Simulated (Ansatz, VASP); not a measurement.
# Sc: VASP beside Ansatz

```xyz
1
Lattice="-1.6274 1.6274 1.6274 1.6274 -1.6274 1.6274 1.6274 1.6274 -1.6274" Properties=species:S:1:pos:R:3 pbc="T T T"
Sc    0.0000    0.0000    0.0000
```

Change from the starting cell: volume scaled by 0.76, LAPW.

Alike in both runs: task single point; functional LDA; k mesh 17 × 17 × 17; occupations fermi-dirac, width 0.05 eV; no spin polarisation.

|  | VASP | Ansatz |
| --- | --- | --- |
| version | VASP 6.6.1 | Ansatz 0.2.0 |
| potentials or method | VASP PAW LDA potentials, release 64 (Sc_sv), cutoff 520 eV | all-electron LAPW, scalar-relativistic |

```tsv
	VASP	Ansatz	Ansatz less VASP
pressure (GPa)	24.4	24.1	-0.30
```

Ansatz ran all-electron here, so the differences hold the error of VASP's frozen core and of both bases.

Caveats: so large a pressure means that the cell lies far from this level's equilibrium, or that cutoff or potentials fall short (VASP).
